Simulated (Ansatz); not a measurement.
A calculation with the code Ansatz. Plane-wave DFT: an element X is put into a periodic supercell of the crystal below and the atoms relax. X is one of the candidates, and is told by the neutral defect's formation energy over the elements (uncorrected), its moments where the run had spin, and its relaxed neighbours, eight at most.

```
cell
1.0
     3.2184    0.0000    0.0000
    -1.6092    2.7872    0.0000
     0.0000    0.0000    5.2431
Ga N
2 2
Direct
  0.6667 0.3333 0.4991
  0.3333 0.6667 0.9991
  0.6667 0.3333 0.8759
  0.3333 0.6667 0.3759
```

host atoms in supercell: 36
functional: PBE
wave cutoff: 420 eV
k mesh: 2, 2, 2
k shift: 0.5, 0.5, 0.5 mesh steps
gaussian smearing: 0.02 eV
start displacement: 0 angstrom
electrons started on: no chosen atoms
candidate elements: C, F, Al, Br, Sr, Hf
found formation energy: -1.812 eV
found largest move from host sites: 0.061 angstrom

| supercell vector | supercell times a (host cell vectors) | supercell times b (host cell vectors) | supercell times c (host cell vectors) |
| --- | --- | --- | --- |
| A | 2 | 1 | 1 |
| B | -1 | 1 | 1 |
| C | -1 | -2 | 1 |

| change element | change kind | change place a (host cell vectors) | change place b (host cell vectors) | change place c (host cell vectors) |
| --- | --- | --- | --- | --- |
| X | on Ga | -0.3333 | -0.6667 | 1.4991 |

```json
{"found neighbour element": "N", "found neighbour distance (angstrom)": "1.914"}
{"found neighbour element": "N", "found neighbour distance (angstrom)": "1.914"}
{"found neighbour element": "N", "found neighbour distance (angstrom)": "1.914"}
{"found neighbour element": "N", "found neighbour distance (angstrom)": "1.921"}
```

Task: Which element is X?

Result: Al.

Caveats: the atoms kept the symmetry of the start, so a distorted state could lie lower; the supercell is small.
